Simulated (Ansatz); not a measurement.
The system is ZnS (Wurtzite-2H).

```
Zn S
1.0
     3.81100    0.00000    0.00000
    -1.90550    3.30042    0.00000
     0.00000    0.00000    6.23400
Zn S
2 2
Direct
  0.66667 0.33333 0.50000
  0.33333 0.66667 0.00000
  0.66667 0.33333 0.88500
  0.33333 0.66667 0.38500
```

A run of Ansatz 0.2.0 on this cell left the log below. Logs are shortened: lines on timing, memory, paths and dates and some standing lists are left out, and cuts for length are marked.

```text
Warning: RAYON_NUM_THREADS=2 ignored (pool sized by the plan → 2); use --threads N
scf.n_extra_bands = 10 over 18 filled bands (N_el = 36.0): the run solves 28 bands
Engine: ansatz 0.2.0, aarch64-unknown-linux-gnu
Pseudopotentials: kind: paw
Pseudopotential: Zn, paw, valence charge 12, recommended cutoff 420 eV (normal), Zn.paw.azcp
Pseudopotential: S, paw, valence charge 6, recommended cutoff 420 eV (normal), S.paw.azcp
Functional definition: unnamed
  exchange = pbe_x
  correlation = 0
Crystal: 4 atoms, lattice volume = 78.411 Å³
Basis set: ecut = 420 eV, 1521 PW (Γ), exchange–correlation on 54×54×90 points (8 copies of the dense FFT grid, shifted against one another)
Bands: 28, of which v1, the nominal top of the filled ones, is band 18 counted from 1 (17 counted from 0)
Symmetry: 12 space group operations
Space group: P63mc (ITA 186), of the structure as read, at distance tolerance 4.3e-5 Å
k-points: 30 of 320 (time reversal used)
Non-local potential: Zn, projectors of the file, l = 0: 2, l = 1: 2, l = 2: 3, l = 3: 1
Non-local potential: S, projectors of the file, l = 0: 2, l = 1: 2, l = 2: 2
PAW form: soft (Blöchl's): semilocal exchange-correlation on the pseudo side does not see the compensation charge
PAW frozen core: Zn, regenerated for the run's functional, and the local potential with it (the file was generated under x = pbe(κ = 0.804, μ = 0.2195149727645171), c = pbe(β = 0.06672455060314922))
PAW frozen core: S, regenerated for the run's functional, and the local potential with it (the file was generated under x = pbe(κ = 0.804, μ = 0.2195149727645171), c = pbe(β = 0.06672455060314922))
PAW one-centre angular grid: Zn, 590 points (default); XC on 64 Gauss nodes
PAW one-centre angular grid: S, 110 points (default); XC on 64 Gauss nodes
Initial density: superposition of atomic densities (neutral atoms: chi_scale 0, normalization atom), corrected by the library's trained network
Initial wavefunctions: pseudopotential atomic-orbital guess
Functional: x = pbe(κ = 0.804, μ = 0.2195149727645171), c = none
SCF iter   1: F=—  HF=-8332.283521 eV  |F-HF|=—  |Δ(HF+E_count)|=         —  Δρ=8.94e-3  dr2=4.36e-2  ethr=1.77e-3  ⟨swp⟩=6.1  Hψ=4106  notcnv=0  defer=29
preconditioner: auto → Resta (q_TF=auto, 2.396 Å⁻¹)  ε∞=4.8  [insulator: Δε(μ)=2.291 eV  Ē_g=12.992 eV  σ=0.050 eV  W_gap=1.00  n_scr=22 (ndim 8)  ℏωp=25.2 eV  f_vac=0.040  D(μ)=0.00/eV (n_scr^D=0)  ε∞_Penn≈4.8]
SCF iter   2: F=—  HF=-8332.266134 eV  |F-HF|=—  |Δ(HF+E_count)|=   1.74e-2  Δρ=3.24e-3  dr2=5.73e-3  ethr=1.21e-4  ⟨swp⟩=2.0  Hψ=1764  notcnv=0  defer=97
SCF iter   3: F=—  HF=-8332.262486 eV  |F-HF|=—  |Δ(HF+E_count)|=   3.65e-3  Δρ=1.05e-3  dr2=8.98e-4  ethr=1.59e-5  ⟨swp⟩=2.0  Hψ=1389  notcnv=0  defer=97
SCF iter   4: F=—  HF=-8332.262456 eV  |F-HF|=—  |Δ(HF+E_count)|=   3.07e-5  Δρ=2.85e-4  dr2=8.94e-5  ethr=2.49e-6  ⟨swp⟩=2.1  Hψ=1161  notcnv=0  defer=97
SCF iter   5: F=—  HF=-8332.262416 eV  |F-HF|=—  |Δ(HF+E_count)|=   3.97e-5  Δρ=5.83e-5  dr2=3.06e-6  ethr=2.48e-7  ⟨swp⟩=2.0  Hψ=1283  notcnv=0  defer=97
SCF iter   6: F=—  HF=-8332.262418 eV  |F-HF|=—  |Δ(HF+E_count)|=   2.20e-6  Δρ=2.26e-5  dr2=2.42e-7  ethr=8.51e-9  ⟨swp⟩=2.1  Hψ=1238  notcnv=0  defer=97
SCF iter   7: F=-8332.262418 eV  HF=-8332.262418 eV  |F-HF|=5.18e-9  |Δ(HF+E_count)|=   1.63e-7  Δρ=2.72e-6  dr2=5.50e-9  ethr=2.78e-10  ⟨swp⟩=8.7  Hψ=4149  notcnv=0
SCF 1 converged in 7 iterations: F = -8332.262418 eV  dr2 = 5.50e-9
  greatest PAW one-centre occupation: 0.984 electrons in one spin orbital (limit 2), on the Zn atom at site 1 (counted from 0), in its partial waves of l = 2
NSCF: frozen V_eff on 129 k-points
SCF converged after 7 iterations
Free energy (F): -8332.262418 eV
Harris-Foulkes:  -8332.262418 eV  (|F-HF|=5.18e-9)
Internal energy: -8332.262418 eV  (E = F + TS)
E sigma→0 (E₀):  -8332.262418 eV
Fermi energy:    8.509476 eV
--- Per-component energies (eV) ---
  E_band       = 66.076595
  E_kinetic    = 479.536944
  E_local      = -4071.385082  (includes V_loc(G=0)·N_el)
  E_nonlocal   = 1276.240631
  E_hartree    = 1705.579364
  E_xc         = -432.770641
  E_vxc        = -250.846021  (∫ρ·V_xc dr)
  E_paw        = -4781.390765  (= ΣΔE_a)
  E_vpaw       = -778.624855  (= ΣTr[D̂ρ^β])
  E_aug_tail   = -0.000754  (compensation charges beyond the density's cutoff)
  E_ewald      = -2508.163419
  E_core_change = 0.091304  (= ΣΔE_core)
  E_smearing   = -0.000000  (= −TS)
  E_closure    = 0.000000  (closes the sum)
  Σ components = -8332.262418   (vs F -8332.262418, Δ=0.00e0)
--- Forces (eV/Å), atoms counted from 1 ---
  atom   1  Zn     0.00000000     0.00000000     0.36570521
  atom   2  Zn     0.00000000    -0.00000000     0.36570521
  atom   3  S     -0.00000000     0.00000000    -0.36570054
  atom   4  S      0.00000000    -0.00000000    -0.36570054
  max |Σ_I F_I| component: 9.35e-6 eV/Å
--- Stress (GPa, compression-positive) ---
       13.764853       0.000000       0.000000
        0.000000      13.764853       0.000000
        0.000000      -0.000000      11.431145
  P = ⅓ Tr σ = 12.9870 GPa (129.870 kbar)
--- Band table (eV; the first three rows and the last of 30) ---
  k-point 0: bands = ["-5.8478", "-4.9357", "1.0008", "1.0008", "1.0676", "1.0676", "1.0724", "1.4828", "1.4828", "1.5620", "1.5620", "1.7211", "2.2089", "6.4865", "6.4865", "7.3256", "7.3256", "7.3303", "9.6154", "10.3526", "13.6405", "13.6405", "13.9485", "14.9548", "14.9548", "16.7421", "17.4790", "17.4790"]
  k-point 1: bands = ["-5.7726", "-5.0374", "1.0049", "1.0049", "1.0588", "1.0588", "1.0682", "1.3957", "1.4922", "1.4922", "1.5563", "1.5563", "2.8535", "6.5609", "6.5609", "6.5725", "7.2389", "7.2389", "10.2555", "10.4581", "13.6974", "13.6974", "13.7007", "14.7325", "14.7325", "16.1237", "17.8361", "17.8361"]
  k-point 2: bands = ["-5.5656", "-5.2865", "1.0178", "1.0178", "1.0383", "1.0383", "1.0767", "1.1579", "1.5150", "1.5150", "1.5395", "1.5395", "3.9630", "5.2633", "6.7607", "6.7607", "7.0192", "7.0192", "10.7294", "10.8686", "13.7818", "13.9061", "13.9061", "14.2873", "14.2873", "14.8496", "18.7835", "18.7835"]
  k-point 29: bands = ["-4.7016", "-4.6585", "1.1374", "1.1885", "1.1950", "1.2559", "1.3706", "1.3727", "1.4956", "1.4983", "1.7933", "1.8385", "2.5473", "2.6749", "4.2061", "4.6798", "5.8611", "6.0905", "11.8111", "12.1131", "13.4681", "13.8658", "14.4803", "15.0621", "16.8152", "16.9937", "18.2505", "18.3393"]
```

Problem. What input gives this log?

Solution. Band structure with exchange-only PBE, no spin polarisation. The files as run (others can give the same):

input.yaml
```yaml
crystal:
  lattice:
    - [3.811, 0.0, 0.0]
    - [-1.9055, 3.3004228138, 0.0]
    - [0.0, 0.0, 6.234]
  atoms:
    - { symbol: Zn, position: [0.6666666667, 0.3333333333, 0.5] }
    - { symbol: Zn, position: [0.3333333333, 0.6666666667, 0.0] }
    - { symbol: S, position: [0.6666666667, 0.3333333333, 0.885] }
    - { symbol: S, position: [0.3333333333, 0.6666666667, 0.385] }
hamiltonian:
  xc: { exchange: pbe, correlation: none }
  pseudopotentials: { kind: paw }
kpoints:
  mp_grid: { grid: [8, 8, 5] }
  band_path:
    path:
      - [[0.0, 0.0, 0.0], [0.5, 0.0, 0.0], [0.3333333333, 0.3333333333, 0.0], [0.0, 0.0, 0.0], [0.0, 0.0, 0.5], [0.5, 0.0, 0.5], [0.3333333333, 0.3333333333, 0.5], [0.0, 0.0, 0.5]]
      - [[0.5, 0.0, 0.5], [0.5, 0.0, 0.0]]
      - [[0.3333333333, 0.3333333333, 0.0], [0.3333333333, 0.3333333333, 0.5]]
    npoints: 14
scf:
  occupations: { method: fermi_dirac, width: 0.05 }
  n_extra_bands: 10
output:
  forces: true
  stress: true
  eigenvalues: true
  fatbands: true
```

Potentials or basis: Ansatz PAW.
Run with:
```console
$ ansatz run input.yaml --threads 2 --pin off --max-ram 5120MiB --backend cpu --events-out ev --progress --plain --runs-dir out
```

Caveat: the PAW data sets come from PBE, with cores solved anew for the run's functional, which leaves a small shift of forces and pressure.
